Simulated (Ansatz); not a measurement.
# TaSi2: changing the Hubbard U on Ta d

```cif
data_structure
_symmetry_space_group_name_H-M 'P6_422'
_symmetry_Int_Tables_number 181
_cell_length_a 4.7839
_cell_length_b 4.7839
_cell_length_c 6.5700
_cell_angle_alpha 90.000
_cell_angle_beta 90.000
_cell_angle_gamma 120.000
_cell_volume 130.21
loop_
_atom_site_label
_atom_site_type_symbol
_atom_site_symmetry_multiplicity
_atom_site_Wyckoff_symbol
_atom_site_fract_x
_atom_site_fract_y
_atom_site_fract_z
_atom_site_occupancy
Ta1 Ta 3 c 0.00000 0.50000 0.33333 1
Si1 Si 6 i 0.31794 0.15897 0.33333 1
```

Kept alike: task single point; functional PBEsol; k mesh 5 × 5 × 3; occupations fermi-dirac, width 0.05 eV; no spin polarisation. Program: Ansatz, Ansatz PAW, cutoff 420 eV. The mesh is that of the run's cell of 9 atoms. No spin-orbit coupling.

| Hubbard U on Ta d, U (eV) | pressure (GPa) |
| --- | --- |
| 0 | -2.18 |
| 2 | -1.61 |
| 3 | ? |
| 4 | -0.96 |
| 5 | -0.60 |
| 6 | -0.20 |
| 8 | 0.84 |

Pressure is positive in compression, with a Pulay correction for the finite cutoff. U acts here on a shell without spin polarisation. For a metal such a mesh leaves the last digits unconverged. How U acts hangs on the program's projectors. All rows use potentials made for PBE. U is the effective U - J on orthogonalised atomic projectors. Double counting: fully localised limit (the default).

Q: Fit the rows shown and predict the run at 3 eV.

A: A least-squares parabola through the rows shown is pressure = 0.01917 U² + 0.2188 U - 2.16 (largest miss 0.043); at U = 3 it gives -1.33 GPa. The run gave: pressure -1.30 GPa.

At this fixed cell the pressure rises steadily with U, from -2.18 GPa without the correction to 0.84 GPa at 8 eV, so the preferred volume moves from smaller than the given cell to larger. The likely reason lies in the Ta 5d states, which are broad and mix with one another and with Si 3p. Their fractional occupations carry an energy penalty that grows with U, and expansion can lower it by weakening the hybridisation. The pressure climbs faster at large U, which suggests that the d occupations themselves respond, beyond a fixed-occupation linear shift. The run at 3 eV falls close to the parabola and gives no sign of a jump to another electronic solution.

The near-vanishing pressure around 6 eV is no argument for that value of U. In a metal with extended, well-screened 5d electrons, so large a correction may simply offset a modest overbinding by the functional. Since pressure averages the normal stresses, the preferred c/a ratio remains open.
